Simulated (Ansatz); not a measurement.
# TiTe2 in Ansatz: the effect of functional

Crystal: TiTe2.

```
Te Ti
1.0
     3.77700    0.00000    0.00000
    -1.88850    3.27098    0.00000
     0.00000    0.00000    6.49800
Te Ti
2 1
Direct
  0.33333 0.66667 0.73720
  0.66667 0.33333 0.26280
  0.00000 0.00000 0.00000
```

Alike in all runs:

- Program: Ansatz 0.2.0
- Potentials or basis: Ansatz PAW
- k mesh: 5 × 5 × 3
- Occupations: fermi-dirac, width 0.05 eV
- Spin: no spin polarisation

```csv
functional,cutoff,pressure (GPa),largest force (eV/Å)
LDA,420 eV (not typed: the program's choice for these potentials),-4.1,0.35
PBEsol,420 eV (not typed: the program's choice for these potentials),?,?
RPBE,420 eV (not typed: the program's choice for these potentials),2.9,0.07
revPBE,420 eV (not typed: the program's choice for these potentials),2.4,0.04
BLYP,420 eV (not typed: the program's choice for these potentials),5.2,0.03
r2SCAN,500 eV (not typed: the program's choice for these potentials),1.0,0.20
HSE06,420 eV (not typed: the program's choice for these potentials),-0.4,0.31
PBE0,420 eV (not typed: the program's choice for these potentials),-0.5,0.33
r2SCAN0,500 eV (not typed: the program's choice for these potentials),-0.1,0.47
```

Q: What does the run with functional PBEsol give?

A: Pressure -2.3 GPa; largest force 0.17 eV/Å.

Caveats: all runs use coarse meshes; the PAW data sets come from PBE, with cores solved anew for the run's functional, which leaves a small shift of forces and pressure; this functional lacks dispersion, which binds the layers, so the pressure and a relaxed spacing across them are unreliable (some runs); the thresholds are loose for stress (some runs).

Runs at the PBE level aren't shown here.
